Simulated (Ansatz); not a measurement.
**SiNi (Pmmn), zone-centre modes**

Method: DFT PBE, scalar-relativistic, plane waves, PAW in Ansatz 0.2.0. Settings: plane waves to 420 eV, k-mesh 12×12×10 (Γ-centred), Gaussian smearing 0.15 eV. No spin polarisation. A magnetic state may lie lower.

Reference structure (relaxed at this level; this form isn't the usual structure):

```yaml
crystal:
  lattice:
    - [3.05528, 3.25831, 0.00000]
    - [3.05528, -3.25831, 0.00000]
    - [0.00000, 0.00000, -4.70939]
  atoms:
    - { symbol: Si, position: [0.50000, 0.00000, 0.15682] }
    - { symbol: Si, position: [0.00000, 0.50000, 0.15682] }
    - { symbol: Si, position: [0.00000, 0.00000, 0.84318] }
    - { symbol: Si, position: [0.50000, 0.50000, 0.84318] }
    - { symbol: Ni, position: [0.50000, 0.00000, 0.65769] }
    - { symbol: Ni, position: [0.00000, 0.50000, 0.65769] }
    - { symbol: Ni, position: [0.00000, 0.00000, 0.34231] }
    - { symbol: Ni, position: [0.50000, 0.50000, 0.34231] }
```

Harmonic modes by finite displacements of 0.02 Å, without the LO–TO term. The cell doubles the primitive one, so its zone centre also holds the primitive cell's point q = (1/2, 1/2, 0).

Task: At this geometry, is the structure stable against these modes?

Result: Yes: no mode is imaginary beyond 10 cm⁻¹, and only the three translations lie near zero.

Task: List the wavenumbers in cm⁻¹.

Result: 0, 0, 0, 65, 65, 165, 165, 176, 187, 189, 189, 241, 243, 255, 255, 255, 273, 305, 338, 338, 364, 364, 370, 402.

Cost: 1 run of about 16 core-minutes, on Arm Neoverse V2 (shared hosts).